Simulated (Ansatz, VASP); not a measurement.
Given: the input of a run of Ansatz 0.2.0 on Pd.

File input.yaml:

```yaml
crystal:
  lattice:
    - [0.0, 1.9067643606, 1.9067643606]
    - [1.9067643606, 0.0, 1.9067643606]
    - [1.9067643606, 1.9067643606, 0.0]
  atoms:
    - { symbol: Pd, position: [0.0, 0.0, 0.0] }
hamiltonian:
  xc: lda
  pseudopotentials: { kind: paw_fr }
magnetization:
  noncollinear: true
  spin_orbit: true
kpoints:
  mp_grid: { grid: [12, 12, 12] }
scf:
  occupations: { method: fermi_dirac, width: 0.05 }
output:
  forces: true
  stress: true
  eigenvalues: true
```

Potentials or basis: Ansatz PAW.

Command:

```sh
$ ansatz run input.yaml --threads 2 --pin off --max-ram 5120MiB --backend cpu --events-out ev --progress --plain --runs-dir out
```

**Question.** Translate it to VASP 6.6.1. Potentials there: VASP PAW LDA potentials, release 64 (Pd).

**Answer.** As run (the cutoff follows the program's own potentials):

Contents of INCAR:

```
PREC     = Accurate       # precision mode
ENCUT    = 520            # plane-wave cutoff, eV
EDIFF    = 1E-6           # SCF threshold, eV
ISMEAR   = -1             # smearing method
SIGMA    = 0.05           # smearing width, eV
LREAL    = F              # projectors in reciprocal space
LASPH    = T              # aspherical terms in the spheres
NELM     = 150            # most SCF steps
ALGO     = Fast           # electronic algorithm
ISIF     = 2              # what is computed and relaxed
LWAVE    = F              # write WAVECAR
LCHARG   = F              # write CHGCAR
MAGMOM   = 0 0 0          # initial moments
LORBIT   = 11             # projections on sites
LSORBIT  = T              # spin-orbit coupling
GGA_COMPAT= F            
LORBMOM  = T            
LMAXMIX  = 4              # l up to which the mixer works
NBANDS   = 21             # bands
```

Contents of KPOINTS:

```
Automatic mesh
0
Gamma
  12 12 12
```

POSCAR

```
Pd
1.0
    0.0000000000      1.9067643606      1.9067643606
    1.9067643606      0.0000000000      1.9067643606
    1.9067643606      1.9067643606      0.0000000000
Pd
1
Direct
    0.0000000000      0.0000000000      0.0000000000
```

Potentials or basis: VASP PAW LDA potentials, release 64 (Pd).

Command:

```console
$ cat potpaw_LDA.64/Pd/POTCAR > POTCAR
$ mpirun -np 1 vasp_ncl > vasp.out
```

Both were run:

|  | VASP | Ansatz | Ansatz less VASP |
| --- | --- | --- | --- |
| gap on the k mesh at the Fermi level (eV) | none | none | - |
| pressure (GPa) | 5.0 | 4.7 | -0.27 |
| net moment per atom (μB) | 0.00 | 0.00 | 0.000 |

A gap of «none» marks a metal or a gap that the smearing closes. The two sets of potentials don't hold the same shells in valence.

Caveats: the PAW data sets come from PBE, with cores solved anew for the run's functional, which leaves a small shift of forces and pressure (Ansatz).
